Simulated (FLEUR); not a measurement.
## TiAl: equation of state with r2SCAN

Crystal: TiAl.

```xyz
2
Lattice="3.1791 0.0000 0.0000 0.0000 3.1791 0.0000 0.0000 0.0000 3.1791" Properties=species:S:1:pos:R:3 pbc="T T T"
Ti    0.0000    0.0000    0.0000
Al    1.5895    1.5895    1.5895
```

The cell comes from a database or a generator and needn't be the stable form of this composition.

| Item | Value |
| --- | --- |
| Program | FLEUR MaX-R8.1 (later development tree) |
| Task | equation of state |
| Functional | r2SCAN |
| Potentials or basis | all-electron |
| Basis | FLAPW |
| Kmax | 4.47 1/bohr |
| k mesh | 8 × 8 × 8 |
| Occupations | fermi-dirac, width 0.05 eV |
| Spin | no spin polarisation |

```yaml
Equilibrium_volume: 15.98 Å³/atom
Bulk_modulus: 120 GPa
```

Energy against volume, from the lowest point:
| volume (Å³/atom) | energy (meV/atom) |
| --- | --- |
| 15.101 | 19.61 |
| 15.422 | 7.51 |
| 16.065 | 0.00 |
| 16.707 | 11.38 |
| 17.028 | 23.05 |

Caveat: the meta-GGA is that of a development version, with a GGA for the radial functions and cores and without core tails.
